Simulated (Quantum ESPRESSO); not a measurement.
Here is a Quantum ESPRESSO 7.5 calculation.

Contents of pw.in:

```
&CONTROL
  calculation = 'scf'
  prefix = 'pwscf'
  outdir = './tmp'
  pseudo_dir = './pseudo'
  tprnfor = .true.
  tstress = .true.
  disk_io = 'low'
/
&SYSTEM
  ibrav = 0
  celldm(1) = 8
  nat = 3
  ntyp = 2
  ecutwfc = 74
  nbnd = 20
  input_dft = 'wc'
  occupations = 'smearing'
  smearing = 'fd'
  degauss = 0.00367493
/
&ELECTRONS
  conv_thr = 6d-10
  electron_maxstep = 120
  mixing_beta = 0.5
/
ATOMIC_SPECIES
W    183.8400 W.upf
S     32.0600 S.upf
CELL_PARAMETERS alat
  0.7519967530744   0.0000000000000   0.0000000000000
 -0.3759983765372   0.6512482917101   0.0000000000000
  0.0000000000000   0.0000000000000   4.0039937332796
ATOMIC_POSITIONS crystal
W      0.0000000000    0.0000000000    0.0000000000
S      0.3333333333    0.6666666667    0.0920005100
S      0.3333333333    0.6666666667    0.9079994900
K_POINTS automatic
8 8 2 0 0 1
```

Contents of gamma.in:

```
&CONTROL
  calculation = 'bands'
  prefix = 'pwscf'
  outdir = './tmp'
  pseudo_dir = './pseudo'
  disk_io = 'low'
  verbosity = 'high'
/
&SYSTEM
  ibrav = 0
  celldm(1) = 8
  nat = 3
  ntyp = 2
  ecutwfc = 74
  nbnd = 20
  input_dft = 'wc'
  occupations = 'smearing'
  smearing = 'fd'
  degauss = 0.00367493
/
&ELECTRONS
  conv_thr = 1d-08
  electron_maxstep = 120
  mixing_beta = 0.5
  diago_full_acc = .true.
  startingwfc = 'random'
/
ATOMIC_SPECIES
W    183.8400 W.upf
S     32.0600 S.upf
CELL_PARAMETERS alat
  0.7519967530744   0.0000000000000   0.0000000000000
 -0.3759983765372   0.6512482917101   0.0000000000000
  0.0000000000000   0.0000000000000   4.0039937332796
ATOMIC_POSITIONS crystal
W      0.0000000000    0.0000000000    0.0000000000
S      0.3333333333    0.6666666667    0.0920005100
S      0.3333333333    0.6666666667    0.9079994900
K_POINTS crystal
1
0.0 0.0 0.0 1
```

File scf2.in:

```
&CONTROL
  calculation = 'scf'
  prefix = 'pwscf'
  outdir = './tmp'
  pseudo_dir = './pseudo'
  tprnfor = .true.
  tstress = .true.
  disk_io = 'low'
/
&SYSTEM
  ibrav = 0
  celldm(1) = 8
  nat = 3
  ntyp = 2
  ecutwfc = 74
  nbnd = 20
  input_dft = 'wc'
  occupations = 'fixed'
/
&ELECTRONS
  conv_thr = 1d-13
  electron_maxstep = 120
  mixing_beta = 0.5
  startingpot = 'file'
/
ATOMIC_SPECIES
W    183.8400 W.upf
S     32.0600 S.upf
CELL_PARAMETERS alat
  0.7519967530744   0.0000000000000   0.0000000000000
 -0.3759983765372   0.6512482917101   0.0000000000000
  0.0000000000000   0.0000000000000   4.0039937332796
ATOMIC_POSITIONS crystal
W      0.0000000000    0.0000000000    0.0000000000
S      0.3333333333    0.6666666667    0.0920005100
S      0.3333333333    0.6666666667    0.9079994900
K_POINTS automatic
8 8 2 0 0 1
```

The input ph.in:

```
dielectric of WS2
&INPUTPH
  prefix = 'pwscf'
  outdir = './tmp'
  tr2_ph = 1d-18
  fildyn = 'dyn'
  niter_ph = 90
  alpha_mix(1) = 0.7
  epsil = .true.
  trans = .false.
  zeu = .true.
/
0.0000000000 0.0000000000 0.0000000000
```

Potentials or basis: PseudoDojo 0.4.1 SR PBE standard.

Run with:

```sh
$ OMP_NUM_THREADS=1 pw.x -in pw.in > pw.out
$ OMP_NUM_THREADS=1 pw.x -in gamma.in > gamma.out
$ OMP_NUM_THREADS=1 pw.x -in scf2.in > scf2.out
$ OMP_NUM_THREADS=1 ph.x -in ph.in > ph.out
```

(1) Predict the electronic dielectric tensor (diagonal).

(2) Estimate the Born charges (mean of the diagonal).

(3) Estimate the largest force.

## Answers

(1) 5.65, 5.65, 1.43.

(2) W -0.41; S +0.20 e.

(3) 0.008 eV/Å.

Caveat: the potentials were made for another functional, which shifts forces and pressure.
